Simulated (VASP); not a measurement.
# CdSe (Fm-3m) in VASP: single point with PBE

Aim: the single point of CdSe with PBE.

All numbers are computed with VASP 6.6.1; they aren't measurements. Logs are shortened: lines on timing, memory, paths and dates and some standing lists are left out, and cuts for length are marked.

## (1) Starting point

The structure is cubic, space group Fm-3m (No. 225). Conventional cell: a = 5.583 Å, b = 5.583 Å, c = 5.583 Å, α = 90.00°, β = 90.00°, γ = 90.00°. Around Se (site symmetry m-3m) lie 6 Cd at 2.79 Å. Around Cd (site symmetry m-3m) lie 6 Se at 2.79 Å.

The cell was built by a generator and needn't be a form met in nature.

## (2) Single point, PBE

INCAR

```
SYSTEM = CdSe
PREC = Accurate
ENCUT = 520
EDIFF = 1E-6
ISMEAR = -1
SIGMA = 0.1
LREAL = .FALSE.
LASPH = .TRUE.
NELM = 100
ALGO = Fast
ISIF = 2
LWAVE = .FALSE.
LCHARG = .FALSE.
GGA = PE
NBANDS = 16
```

KPOINTS

```
regular mesh
0
G
  10 10 10
  0 0 0
```

POSCAR

```
CdSe
1.0
    0.0000000000      2.7915330000      2.7915330000
    2.7915330000      0.0000000000      2.7915330000
    2.7915330000      2.7915330000      0.0000000000
Se Cd
1 1
Direct
    0.0000000000      0.0000000000      0.0000000000
    0.5000000000      0.5000000000      0.5000000000
```

Potentials or basis: VASP PAW PBE potentials, release 64 (Se, Cd).

On the command line:

```console
> cat potpaw_PBE.64/Se/POTCAR potpaw_PBE.64/Cd/POTCAR > POTCAR
> mpirun -np 1 vasp_std > vasp.out
```

OUTCAR:

```text
SYSTEM = CdSe
   PREC = Accurate
   ENCUT = 520
   EDIFF = 1E-6
   ISMEAR = -1
   LREAL = .FALSE.
   LASPH = .TRUE.
   NELM = 100
   ISIF = 2
   GGA = PE

 ion  position               nearest neighbor table
   1  0.000  0.000  0.000-   2 2.79   2 2.79   2 2.79   2 2.79   2 2.79   2 2.79
   2  0.500  0.500  0.500-   1 2.79   1 2.79   1 2.79   1 2.79   1 2.79   1 2.79

  LATTYP: Found a face centered cubic cell.
 ALAT       =     5.5830660000

  Lattice vectors:

 A1 = (   0.0000000000,   2.7915330000,   2.7915330000)
 A2 = (   2.7915330000,   0.0000000000,   2.7915330000)
 A3 = (   2.7915330000,   2.7915330000,   0.0000000000)

Analysis of symmetry for initial positions (statically):
=====================================================================
 Subroutine PRICEL returns:
 Original cell was already a primitive cell.

 Routine SETGRP: Setting up the symmetry group for a
 face centered cubic supercell.

 Subroutine GETGRP returns: Found 48 space group operations
 (whereof 48 operations were pure point group operations)
 out of a pool of 48 trial point group operations.

The static configuration has the point symmetry O_h .

Analysis of symmetry for dynamics (positions and initial velocities):
=====================================================================
 Subroutine PRICEL returns:
 Original cell was already a primitive cell.

 Routine SETGRP: Setting up the symmetry group for a
 face centered cubic supercell.

 Subroutine GETGRP returns: Found 48 space group operations
 (whereof 48 operations were pure point group operations)
 out of a pool of 48 trial point group operations.

The dynamic configuration has the point symmetry O_h .

 Subroutine INISYM returns: Found 48 space group operations
 (whereof 48 operations are pure point group operations),
 and found     1 'primitive' translations

----------------------------------------------------------------------------------------

                                     Primitive cell

  volume of cell :      43.5069

  direct lattice vectors                    reciprocal lattice vectors
     0.000000000  2.791533000  2.791533000    -0.179113054  0.179113054  0.179113054
     2.791533000  0.000000000  2.791533000     0.179113054 -0.179113054  0.179113054
     2.791533000  2.791533000  0.000000000     0.179113054  0.179113054 -0.179113054

  length of vectors
     3.947823828  3.947823828  3.947823828     0.310232909  0.310232909  0.310232909

  position of ions in fractional coordinates (direct lattice)
     0.000000000  0.000000000  0.000000000
     0.500000000  0.500000000  0.500000000

  ion indices of the primitive-cell ions
   primitive index   ion index
                 1           1
                 2           2

----------------------------------------------------------------------------------------

 KPOINTS: regular mesh

Automatic generation of k-mesh.
 Grid dimensions read from file:
 generate k-points for:   10   10   10

 Generating k-lattice:

  Cartesian coordinates                     Fractional coordinates (reciprocal lattice)
    -0.017911305  0.017911305  0.017911305     0.100000000  0.000000000  0.000000000
     0.017911305 -0.017911305  0.017911305     0.000000000  0.100000000  0.000000000
     0.017911305  0.017911305 -0.017911305     0.000000000  0.000000000  0.100000000

  Length of vectors
     0.031023291  0.031023291  0.031023291

  Shift w.r.t. Gamma in fractional coordinates (k-lattice)
     0.000000000  0.000000000  0.000000000

 Subroutine IBZKPT returns following result:
 ===========================================

 Found     47 irreducible k-points:

 Following reciprocal coordinates:
            Coordinates               Weight
  0.000000  0.000000  0.000000      1.000000
  0.100000  0.000000  0.000000      8.000000
  0.200000  0.000000  0.000000      8.000000
  0.300000  0.000000  0.000000      8.000000
  0.400000  0.000000  0.000000      8.000000
  0.500000  0.000000  0.000000      4.000000
[... 16 lines left out ...]
  0.300000  0.300000  0.000000      6.000000
  0.400000  0.300000  0.000000     24.000000
 [... further k-points ...]
   k-points           NKPTS =     47   k-points in BZ     NKDIM =     47   number of bands    NBANDS=     16
   number of dos      NEDOS =    301   number of ions     NIONS =      2
   total plane-waves  NPLWV =  27000
   dimension x,y,z NGX =    30 NGY =   30 NGZ =   30
   dimension x,y,z NGXF=    60 NGYF=   60 NGZF=   60
   ions per type =               1   1
   NGX,Y,Z   is equivalent  to a cutoff of  12.63, 12.63, 12.63 a.u.
   NGXF,Y,Z  is equivalent  to a cutoff of  25.27, 25.27, 25.27 a.u.
 SYSTEM =  CdSe
   PREC   = accura    normal or accurate (medium, high low for compatibility)
   ISTART =      0    job   : 0-new  1-cont  2-samecut
   ICHARG =      2    charge: 1-file 2-atom 10-const
   ISPIN  =      1    spin polarized calculation?
   LNONCOLLINEAR =      F non collinear calculations
   LSORBIT =      F    spin-orbit coupling
   LASPH  =      T    aspherical Exc in radial PAW
   ENCUT  =  520.0 eV  38.22 Ry    6.18 a.u.   7.34  7.34  7.34*2*pi/ulx,y,z
   NELM   =    100;   NELMIN=  2; NELMDL= -5     # of ELM steps
   EDIFF  = 0.1E-05   stopping-criterion for ELM
   LREAL  =      F    real-space projection
   EDIFFG = 0.1E-04   stopping-criterion for IOM
   NSW    =      0    number of steps for IOM
   IBRION =     -1    ionic relax: 0-MD 1-quasi-New 2-CG
   NFREE  =      0    steps in history (QN), initial steepest desc. (CG)
   ISIF   =      2    stress and relaxation
   ISYM   =      2    0-nonsym 1-usesym 2-fastsym
   POTIM  = 0.5000    time-step for ionic-motion
   TEBEG  =    0.0;   TEEND  =   0.0 temperature during run
   PSTRESS=    0.0 pullay stress
   NELECT =      18.0000    total number of electrons
   NUPDOWN=      -1.0000    fix difference up-down
   EMIN   =  10.00;   EMAX   =-10.00  energy-range for DOS
   EFERMI =   0.00;   METHOD = LEGACY
   ISMEAR =    -1;   SIGMA  =   0.10  broadening in eV -4-tet -1-fermi 0-gaus
   EFERMI_NEDOS =   21; number of points for ismear=-14 and -15
   IALGO  =     68    algorithm
   IMIX   =      4    mixing-type and parameters
     AMIX     =   0.40;   BMIX     =  1.00
     AMIX_MAG =   1.60;   BMIX_MAG =  1.00
  volume/ion in A,a.u.               =      21.75       146.80
  Fermi-wavevector in a.u.,A,eV,Ry     =   1.219868  2.305217 20.246535  1.488078
  Thomas-Fermi vector in A             =   2.355105
   LORBIT       =      0    0 simple, 1 ext, 2 COOP (PROOUT), +10 PAW based schemes
   GGA     = PE    functional components
   LHFCALC =     F    Hartree Fock is set to
   AEXX    =    0.0000 exact exchange contribution
   IVDW    =     0    specifies the selected vdW correction
   LEPSILON=     F    determine dielectric tensor
   LRPA    =     F    only Hartree local field effects (RPA)
 non-spin polarized calculation
 RMM-DIIS sequential band-by-band and
  energy-cutoff  :      520.00
  volume of cell :       43.51
 maximum number of plane-waves:      1211
 NGX is ok and might be reduce to    30
   NGX = 15   NGY = 15   NGZ = 15

 number of electron      17.9999997 magnetization

 Free energy of the ion-electron system (eV)
  ---------------------------------------------------
  ext. energy  EPLUGINS =         0.00000000
  ---------------------------------------------------
  free energy    TOTEN  =        -5.13658196 eV

  energy without entropy =       -5.12336674  energy(sigma->0) =       -5.12997435

 E-fermi :   3.2026     XC(G=0): -10.4243

 val. band max:        3.1336135307   @ k =   0.4000   0.4000   0.0000
 cond. band min:       3.2809033639   @ k =   0.5000   0.4000   0.0000
 fundamental gap:      0.1472898333
 Fermi energy:         3.2025660164

 k-point     1 :       0.0000    0.0000    0.0000
  band No.  band energies     occupation
      1     -10.3897      2.00000
      2      -5.0301      2.00000
      3      -5.0301      2.00000
      4      -5.0110      2.00000
      5      -5.0110      2.00000
      6      -5.0110      2.00000
[... 8 lines left out ...]
     15      13.3032      0.00000
     16      13.3032      0.00000

 k-point     2 :       0.1000    0.0000    0.0000
  band No.  band energies     occupation
      1     -10.3046      2.00000
      2      -5.0574      2.00000
      3      -5.0574      2.00000
      4      -5.0197      2.00000
      5      -4.9962      2.00000
      6      -4.9962      2.00000
[... 8 lines left out ...]
     15      12.6923      0.00000
     16      13.0547      0.00000

 k-point     3 :       0.2000    0.0000    0.0000
  band No.  band energies     occupation
      1     -10.0658      2.00000
      2      -5.1318      2.00000
      3      -5.1318      2.00000
      4      -5.0498      2.00000
      5      -4.9524      2.00000
      6      -4.9524      2.00000
[... 8 lines left out ...]
     15      13.0226      0.00000
     16      13.0226      0.00000

 k-point     4 :       0.3000    0.0000    0.0000
  band No.  band energies     occupation
      1      -9.7298      2.00000
      2      -5.2213      2.00000
      3      -5.2213      2.00000
      4      -5.1118      2.00000
      5      -4.8970      2.00000
      6      -4.8970      2.00000
[... 8 lines left out ...]
     15      13.9862      0.00000
     16      13.9862      0.00000
[... 324 lines left out ...]
 k-point    22 :      -0.2000    0.2000    0.0000
  band No.  band energies     occupation
      1      -9.6643      2.00000
      2      -5.2503      2.00000
      3      -5.1934      2.00000
      4      -5.0496      2.00000
      5      -4.9196      2.00000
      6      -4.8375      2.00000
[... 8 lines left out ...]
     15      15.2225      0.00000
     16      16.2440      0.00000

 k-point    23 :       0.3000    0.3000    0.0000
  band No.  band energies     occupation
      1      -9.6918      2.00000
      2      -5.1023      2.00000
      3      -5.0591      2.00000
      4      -4.9665      2.00000
      5      -4.8742      2.00000
      6      -4.8742      2.00000
[... 8 lines left out ...]
     15      16.3290      0.00000
     16      17.8436      0.00000

 k-point    24 :       0.4000    0.3000    0.0000
  band No.  band energies     occupation
      1      -9.5456      2.00000
      2      -5.1148      2.00000
      3      -4.9969      2.00000
      4      -4.9221      2.00000
      5      -4.8244      2.00000
      6      -4.7872      2.00000
[... 8 lines left out ...]
     15      17.0714      0.00000
     16      18.0147      0.00000

 [... further k-points ...]

------------------------ aborting loop because EDIFF is reached ----------------------------------------

  FORCE on cell =-STRESS in cart. coord.  units (eV):
  Direction    XX          YY          ZZ          XY          YZ          ZX
  --------------------------------------------------------------------------------------
  -------------------------------------------------------------------------------------
  Total        1.7600376      1.7600376      1.7600376      0.0000000      0.0000000     -0.0000000
  in kB       64.8148065     64.8148065     64.8148065      0.0000000      0.0000000     -0.0000000
  external PRESSURE =      64.8148065 kB  Pullay stress =       0.0000000 kB

 VOLUME and BASIS-vectors are now :
 -----------------------------------------------------------------------------
  energy-cutoff  :      520.00
  volume of cell :       43.51
      direct lattice vectors                 reciprocal lattice vectors
     0.000000000  2.791533000  2.791533000    -0.179113054  0.179113054  0.179113054
     2.791533000  0.000000000  2.791533000     0.179113054 -0.179113054  0.179113054
     2.791533000  2.791533000  0.000000000     0.179113054  0.179113054 -0.179113054

 POSITION                                       TOTAL-FORCE (eV/Angst)
 -----------------------------------------------------------------------------------
      0.00000      0.00000      0.00000         0.000000      0.000000      0.000000
      2.79153      2.79153      2.79153        -0.000000     -0.000000     -0.000000
 -----------------------------------------------------------------------------------
    total drift:                                0.000000     -0.000000      0.000000

  FREE ENERGIE OF THE ION-ELECTRON SYSTEM (eV)
  ---------------------------------------------------
  free  energy   TOTEN  =        -5.1365819571 eV

  energy  without entropy=       -5.1233667371  energy(sigma->0) =       -5.12997435
```

Run time: 20 s. Hardware: 1 thread of AMD EPYC 9R45 (Zen 5), shared host; peak memory 0.14 GiB.

What came out:

- Free energy: -5.1366 eV
- Pressure: 6.5 GPa
- Band gap on the k mesh: none (metal or under the smearing width)
